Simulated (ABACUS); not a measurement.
Hf under changes of volume

One of the cells (22.380 Å³/atom); the others are scaled copies at fixed shape and fractional positions:

```xyz
2
Lattice="3.1967 0.0000 0.0000 -1.5983 2.7684 0.0000 0.0000 0.0000 5.0578" Properties=species:S:1:pos:R:3 pbc="T T T"
Hf    1.5984    0.9228    3.7934
Hf    0.0000    1.8456    1.2645
```

```yaml
Program: ABACUS 3.10.1
Functional: PBEsol
Potentials_or_basis: PseudoDojo NC SR 0.4.1 PBEsol standard
Cutoff: 789 eV
Density_cutoff: 3157 eV
Basis: plane waves
k_mesh: 10 × 10 × 5
Occupations: fermi-dirac, width 0.05 eV
Spin: no spin polarisation
```

| volume (Å³/atom) | energy over the lowest point (meV/atom) | pressure (GPa) |
| --- | --- | --- |
| 21.037 | 5.76 | 3.4 |
| 21.485 | 0.00 | 0.9 |
| 21.933 | 1.03 | -1.5 |
| 22.380 | ? | ? |
| 22.828 | 21.21 | -5.5 |
| 23.276 | 39.33 | -7.3 |
| 23.723 | 62.17 | -8.9 |

What does the run at 22.380 Å³/atom give?

Energy over the lowest point 8.28 meV/atom; pressure -3.6 GPa.

Worked out: A Birch-Murnaghan fit of order 3 (a polynomial in V^(-2/3)) to the other rows has its minimum at 21.64 Å³/atom with B0 = V·E''(V) = 114 GPa and B' = 3.3 at fixed shape and positions, which overstates the stiffness. It gives 8.27 meV/atom at 22.380 Å³/atom, against the run's 8.28, and -dE/dV = -3.6 GPa, against -3.6.

Energies are extrapolated to zero smearing.
